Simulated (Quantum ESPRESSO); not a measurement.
**CdS (Greenockite): single point with PBE**

**Experimental background.**

“Isotope dependence of band-gap energy”, 2008, arxiv:0807.2152 quotes, for a bulk crystal of CdS: band gap 2.5809 ± 0.0002 eV.

CdS (Greenockite):

```
CELL_PARAMETERS angstrom
4.15000 0.00000 0.00000
-2.07500 3.59401 0.00000
0.00000 0.00000 6.73700
ATOMIC_POSITIONS crystal
Cd 0.66667 0.33333 0.50000
Cd 0.33333 0.66667 0.00000
S 0.66667 0.33333 0.87500
S 0.33333 0.66667 0.37500
```

| Property | Result |
| --- | --- |
| Program | Quantum ESPRESSO 7.5 |
| Task | single point |
| Functional | PBE |
| Potentials or basis | SSSP 1.3 efficiency PBE |
| Cutoff | 816 eV |
| Density cutoff | 6531 eV |
| k mesh | 7 × 7 × 4 |
| Occupations | fermi-dirac, width 0.05 eV |
| Spin | no spin polarisation |
| Mixing beta | 0.5 |
| Most SCF iterations | 120 |
| SCF threshold | 8e-10 Ry |

* Pressure: 2.2 GPa
* Largest force: 0.068 eV/Å
* Band gap on the k mesh: 1.17 eV, direct

Forces in eV/Å, atoms in the order of the input:
```
Cd   0.000  0.000 -0.068
Cd   0.000  0.000 -0.068
S    0.000  0.000  0.068
S    0.000  0.000  0.068
```

Stress tensor (GPa, compression positive):
```
1.94 0.00 0.00
0.00 1.94 0.00
0.00 0.00 2.59
```

Levels at points of the mesh, in eV from the valence-band top:
```csv
k point,band 14,band 15,band 16,band 17,band 18,band 19,band 20,band 21,band 22,band 23
"(0.00, 0.00, 0.00)",-0.77,-0.77,-0.04,0.00,0.00,1.17,2.77,6.44,6.44,6.77
"(0.00, 0.00, -0.50)",-2.46,-0.40,-0.40,-0.40,-0.40,2.82,2.82,6.16,6.16,6.79
```

It took 95 s on 1 thread of Arm Neoverse V1 (shared host), peak memory 0.51 GiB.

Measured gap of CdS: 2.5809 eV (quoted in “Isotope dependence of band-gap energy”, 2008, arxiv:0807.2152). This calculation gives 1.17 eV (-1.41 eV). So large a miss can be the level of theory's own, or it may mean another phase, state or a wrong row. Spin-orbit coupling on Cd is left out. The value is that of PBE, without temperature or zero-point motion. Semilocal functionals fall short of measured gaps as a rule.
